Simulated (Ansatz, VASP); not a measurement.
## Fe: VASP beside Ansatz

```
Fe
1.0
     0.00000    2.37809    2.37809
     2.37809    0.00000    2.37809
     2.37809    2.37809    0.00000
Fe
2
Cartesian
  0.5945 0.5945 0.5945
  4.1617 4.1617 4.1617
```

Alike in both runs: task single point; functional LDA; k mesh 11 × 11 × 11; occupations fermi-dirac, width 0.1 eV; non-collinear spin, spin-orbit coupling.

|  | VASP | Ansatz |
| --- | --- | --- |
| version | VASP 6.6.1 | Ansatz 0.2.0 |
| potentials or method | VASP PAW LDA potentials, release 64 (Fe) | plane waves (420 eV) with PAW, fully relativistic with spin-orbit coupling |
| plane-wave cutoff (eV) | 520 | 420 |
| valence electrons in the cell | 16 | 32 |

```csv
,VASP,Ansatz,Ansatz less VASP
net moment per atom (μB),0.00,0.00,0.000
```

The two sets of potentials don't hold the same shells in valence. Ansatz warned: «pseudo_functional_mismatch».
